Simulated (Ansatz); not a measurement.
# Ga: further runs on the relaxed cell

An exercise on one series of results from a longer session: the logs are not shown, and one member is left open.

Computed with Ansatz 0.2.0 (DFT PBEsol, scalar-relativistic, plane waves, PAW, unless a step's input says otherwise).

1 further run of the same task is left out (set aside as unsound or not needed).

## The starting structure

The structure is monoclinic, space group C2/c (No. 15). Conventional cell: a = 2.741 Å, b = 7.926 Å, c = 3.307 Å, α = 90.00°, β = 94.09°, γ = 90.00°. Ga (site symmetry 2) is surrounded by 8 Ga at 2.69 to 2.89 Å.

Structure file:

```cif
data_structure
_symmetry_space_group_name_H-M 'C2/c'
_symmetry_Int_Tables_number 15
_cell_length_a 2.7411
_cell_length_b 7.9261
_cell_length_c 3.3068
_cell_angle_alpha 90.000
_cell_angle_beta 94.095
_cell_angle_gamma 90.000
_cell_volume 71.66
loop_
_atom_site_label
_atom_site_type_symbol
_atom_site_symmetry_multiplicity
_atom_site_Wyckoff_symbol
_atom_site_fract_x
_atom_site_fract_y
_atom_site_fract_z
_atom_site_occupancy
Ga1 Ga 4 e 0.50000 0.63376 0.25000 1
```

It is the result of an earlier relaxation at this level (volume 17.92 Å³/atom; gap on the mesh: none (metal)).

The first run:

File input.yaml:

```yaml
crystal:
  lattice:
    - [1.3703101543, -3.9630705529, -0.0248640241]
    - [1.3703101543, 3.9630705529, -0.0248640241]
    - [-0.1762388918, 0.0, 3.3021217001]
  atoms:
    - { symbol: Ga, position: [0.8662412809, 0.1337587191, 0.25] }
    - { symbol: Ga, position: [0.1337587191, 0.8662412809, 0.75] }
basis:
  ecutwfc: 420
kpoints:
  mp_grid: { grid: [16, 16, 12] }
  band_path:
    path:
      - [[0.0, 0.0, 0.0], [-0.5, 0.5, 0.0], [-0.5, 0.5, 0.5], [0.0, 0.0, 0.5], [0.0, 0.0, 0.0]]
      - [[-0.5, 0.0, 0.5], [0.0, 0.0, 0.0], [-0.5, 0.0, 0.0]]
    npoints: 14
hamiltonian:
  xc: pbesol
scf:
  occupations: { method: gaussian, width: 0.1 }
  n_extra_bands: 6
output:
  forces: true
  stress: true
  eigenvalues: true
  populations: true
  dos: { projected: true, de: 0.02, nscf_kmesh: { grid: [24, 24, 18] } }
  bader: true
  write_density: true
  write_potential: true
  elf: true
  volumetric_format: npy
```

Started as:

```bash
> ansatz run input.yaml --threads 1 --pin off --max-ram 2560MiB --backend cpu --events-out ev --progress --plain --runs-dir out
```

Among the steps run: Static run: bands, density of states and charges; The cell as listed, for comparison; Atoms relaxed in the listed cell; The cell scaled to 0.97 of its volume; Volume × 1.03; The cell scaled to 0.94 of its volume; The cell scaled to 1.06 of its volume; Volume × 0.91; Volume × 1.10; Volume × 0.88.

One table of the session follows, with a row left open; its other results are not shown here.

It belongs to the step «Fit of the equation of state». 

```
volume (Å³/atom)  energy above the lowest point (meV/atom)  pressure (GPa)
          15.765                                      64.2           10.85
          16.303                                      33.8            7.40
          16.840                                         ?               ?
          17.378                                       3.2            2.04
          17.915                                       0.0            0.00
          18.453                                       3.0           -1.68
          18.990                                      10.8           -3.04
          19.707                                      28.0           -4.54
```

Estimate the missing values for volume (Å³/atom) = 16.840.

Worked estimate for «energy above the lowest point (meV/atom)». A straight line through the neighbours (16.303, 33.8) and (17.378, 3.2) gives 33.8 + (3.2 − 33.8) × (16.840 − 16.303) / (17.378 − 16.303) = 18.5; a parabola fitted to 4 rows on both sides gives 14.0.

**Answer.** energy above the lowest point (meV/atom): 14.0; pressure (GPa): 4.48. In «energy above the lowest point (meV/atom)» the line misses by +4.5 and the parabola by 0.0.

To keep in mind: Warnings in the runs' records: stress scf threshold loose.
